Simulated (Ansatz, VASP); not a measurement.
CdTe in VASP and in Ansatz

```xyz
2
Lattice="0.0000 3.3096 3.3096 3.3096 0.0000 3.3096 3.3096 3.3096 0.0000" Properties=species:S:1:pos:R:3 pbc="T T T"
Cd    0.0000    0.0000    0.0000
Te    1.6548    1.6548    1.6548
```

Alike in both runs: functional PBE; k mesh 10 × 10 × 10; occupations gaussian, width 0.02 eV; no spin polarisation.

Ansatz relaxed the structure, and its values are those at the end. VASP's run is a single point on that final structure, the one shown.

|  | VASP | Ansatz |
| --- | --- | --- |
| version | VASP 6.6.1 | Ansatz 0.2.0 |
| potentials or method | VASP PAW PBE potentials, release 64 (Cd, Te) | scalar-relativistic, plane waves, PAW |
| plane-wave cutoff (eV) | 520 | 420 |
| valence electrons in the cell | 18 | 36 |

VASP gave:

* gap on the k mesh at the Fermi level (eV): 0.58
* least direct gap on the mesh (eV): 0.58
* pressure (GPa): 0.1

Problem. Which values does Ansatz return?

Solution. gap on the k mesh at the Fermi level (eV): 0.58; least direct gap on the mesh (eV): 0.58; pressure (GPa): 0.0.

With one functional, cell and mesh, what is left measures potentials, basis and numerics. The two sets of potentials don't hold the same shells in valence.

Caveats: spin-orbit coupling is left out, which moves the levels of the heavy elements. Expect the measured gap to be larger: semilocal functionals such as PBE lack the derivative discontinuity.
